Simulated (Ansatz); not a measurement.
**SiNi2: response to uniaxial strain along c**

One table from this session's results is given with a row withheld; the runs are named, their logs left out.

Program: Ansatz 0.2.0. Level of theory: DFT PBEsol, scalar-relativistic, plane waves, PAW. These are calculated values, not measurements.

2 further runs of the same task are left out: 2 set aside as unsound or not needed.

## The structure to begin with

Symmetry: P6_3/mmc, No. 194, hexagonal system. The conventional cell has a = 3.868 Å, b = 3.868 Å, c = 4.917 Å, α = 90.00°, β = 90.00°, γ = 120.00°. Around Si (site symmetry -6m2) lie 11 Ni at 2.23 to 2.55 Å. Ni (site symmetry -3m) has 8 Ni at 2.46 to 2.55 Å and 6 Si at 2.55 Å as nearest neighbours. Ni (site symmetry -6m2) is surrounded by 5 Si at 2.23 to 2.46 Å and 6 Ni at 2.55 Å.

As a file:

```cif
data_structure
_symmetry_space_group_name_H-M 'P 1'
_symmetry_Int_Tables_number 1
_cell_length_a 3.8685
_cell_length_b 3.8685
_cell_length_c 4.9170
_cell_angle_alpha 90.000
_cell_angle_beta 90.000
_cell_angle_gamma 120.000
_cell_volume 63.72
loop_
_atom_site_label
_atom_site_type_symbol
_atom_site_fract_x
_atom_site_fract_y
_atom_site_fract_z
_atom_site_occupancy
Si1 Si 0.33333 0.66667 0.75000 1
Si2 Si 0.66667 0.33333 0.25000 1
Ni1 Ni 0.00000 0.00000 0.00000 1
Ni2 Ni 0.00000 0.00000 0.50000 1
Ni3 Ni 0.33333 0.66667 0.25000 1
Ni4 Ni 0.66667 0.33333 0.75000 1
```

It is the result of an earlier relaxation at this level (volume 10.62 Å³/atom; gap on the mesh: none (metal)).

The unstrained cell was computed beforehand with the same settings: E(σ→0) = -24466.3469 eV for 6 atoms, gap none (metal).

The first run:

input.yaml

```yaml
crystal:
  lattice:
    - [3.8878059757, 0.0, 0.0]
    - [-1.9439029879, 3.36693874, 0.0]
    - [0.0, 0.0, 4.8186455657]
  atoms:
    - { symbol: Si, position: [0.3333333333, 0.6666666667, 0.75] }
    - { symbol: Si, position: [0.6666666667, 0.3333333333, 0.25] }
    - { symbol: Ni, position: [0.0, 0.0, 0.0] }
    - { symbol: Ni, position: [0.0, 0.0, 0.5] }
    - { symbol: Ni, position: [0.3333333333, 0.6666666667, 0.25] }
    - { symbol: Ni, position: [0.6666666667, 0.3333333333, 0.75] }
basis:
  ecutwfc: 420
kpoints:
  mp_grid: { grid: [12, 12, 8] }
hamiltonian:
  xc: pbesol
scf:
  occupations: { method: gaussian, width: 0.1 }
output:
  forces: true
  stress: true
  eigenvalues: true
relax:
  adjacent_minimum: "off"
  f_tol: 0.008
  max_steps: 40
  cell: { stress_tol: 0.015, fix: [c, angles] }
```

Launch:

```bash
$ ansatz run input.yaml --threads 1 --pin off --max-ram 2560MiB --backend cpu --events-out ev --progress --plain --runs-dir out
```

Steps of the session up to this table: The cell strained by -2.0 %; The cell strained by +2.0 %; The cell strained by -4.0 %; Strain +4.0 %; The cell strained by -6.0 %; The cell strained by +6.0 %.

One of the session's tables, all rows but one given; the rest of the session is left out.

Lengths are those of the vectors of the cell that was run; stresses in GPa:

| strain (%) | ΔE (meV/atom) | a (Å) | b (Å) | c (Å) |
| --- | --- | --- | --- | --- |
| -6.0 | 48.1 | 3.918 | 3.918 | 4.622 |
| -4.0 | 19.7 | 3.901 | 3.901 | 4.720 |
| -2.0 | ? | ? | ? | ? |
| +0.0 | 0.0 | 3.868 | 3.868 | 4.917 |
| +2.0 | 4.0 | 3.853 | 3.853 | 5.015 |
| +4.0 | 14.6 | 3.837 | 3.837 | 5.114 |
| +6.0 | 30.3 | 3.822 | 3.822 | 5.212 |

Estimate the missing values for strain (%) = -2.0.

Worked estimate for «ΔE (meV/atom)». A straight line through the neighbours (-4.0, 19.7) and (0.0, 0.0) gives 19.7 + (0.0 − 19.7) × (-2.0 + 4.0) / (0.0 + 4.0) = 9.8; a parabola fitted to 4 rows on both sides gives 4.5.

**Answer.** ΔE (meV/atom): 4.5; a (Å): 3.885; b (Å): 3.885; c (Å): 4.819. In «ΔE (meV/atom)» the line misses by +5.3 and the parabola by 0.0.

ΔE is over the unstrained cell. Stress in GPa, positive in compression, on the Cartesian axes of the input. 

Caveats from the session: The final runs have no spin polarisation, so no magnetic state was tried and one may lie lower. Warnings in the runs' records: symmetry narrowed by cell relaxation.
